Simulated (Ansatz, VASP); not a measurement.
# Bi in VASP and in Ansatz

The input INCAR:

```
PREC     = Accurate       # precision mode
ENCUT    = 520            # plane-wave cutoff, eV
EDIFF    = 1E-7           # SCF threshold, eV
ISMEAR   = -1             # smearing method
SIGMA    = 0.05           # smearing width, eV
LREAL    = False          # projectors in reciprocal space
LASPH    = True           # aspherical terms in the spheres
NELM     = 60             # most SCF steps
ALGO     = Normal         # electronic algorithm
ISIF     = 2              # what is computed and relaxed
LWAVE    = False          # write WAVECAR
LCHARG   = False          # write CHGCAR
GGA      = PS             # functional
NBANDS   = 22             # bands
```

File KPOINTS:

```
regular mesh
0
Gamma
  8 8 4
```

Contents of POSCAR:

```
Bi
1.0
    3.2166415224      0.0000000000      0.0000000000
    0.0000000000      3.2000209013      0.0000000000
   -0.0799148974      0.0000000000      6.4006399093
Bi
2
Direct
    0.5442472500      0.0000000000      0.7495778900
    0.4557527500      0.0000000000      0.2504221100
```

Contents of input.yaml:

```yaml
crystal:
  lattice:
    - [3.2166415224, 0.0, 0.0]
    - [0.0, 3.2000209013, 0.0]
    - [-0.0799148974, 0.0, 6.4006399093]
  atoms:
    - { symbol: Bi, position: [0.54424725, 0.0, 0.74957789] }
    - { symbol: Bi, position: [0.45575275, 0.0, 0.25042211] }
hamiltonian:
  xc: pbesol
  pseudopotentials: { kind: paw }
kpoints:
  mp_grid: { grid: [8, 8, 4] }
scf:
  occupations: { method: fermi_dirac, width: 0.05 }
output:
  forces: true
  stress: true
  eigenvalues: true
```

Change from the starting cell: volume scaled by 0.98.

Alike in both runs: task single point; functional PBEsol; k mesh 8 × 8 × 4; occupations fermi-dirac, width 0.05 eV; no spin polarisation.

```csv
,VASP,Ansatz
version,VASP 6.6.1,Ansatz 0.2.0
potentials or method,"VASP PAW PBE potentials, release 64 (Bi_d)",Ansatz PAW
plane-wave cutoff (eV),520,420
valence electrons in the cell,30,30
```

```csv
,VASP,Ansatz,Ansatz less VASP
gap on the k mesh at the Fermi level (eV),none,none,-
pressure (GPa),0.6,0.6,+0.07
largest component of the traceless stress (GPa),0.62,0.62,0.000
rms of the force components (eV/Å),0.008,0.008,+0.0001
```

Atom by atom the forces differ by 0.000 eV/Å (rms over components). A gap of «none» marks a metal or a gap that the smearing closes.

Caveats: spin-orbit coupling is left out, which moves the levels of the heavy elements; the PAW data sets were made with another functional, which shifts forces and pressure a little (VASP); the PAW data sets come from PBE, with cores solved anew for the run's functional, which leaves a small shift of forces and pressure (Ansatz).
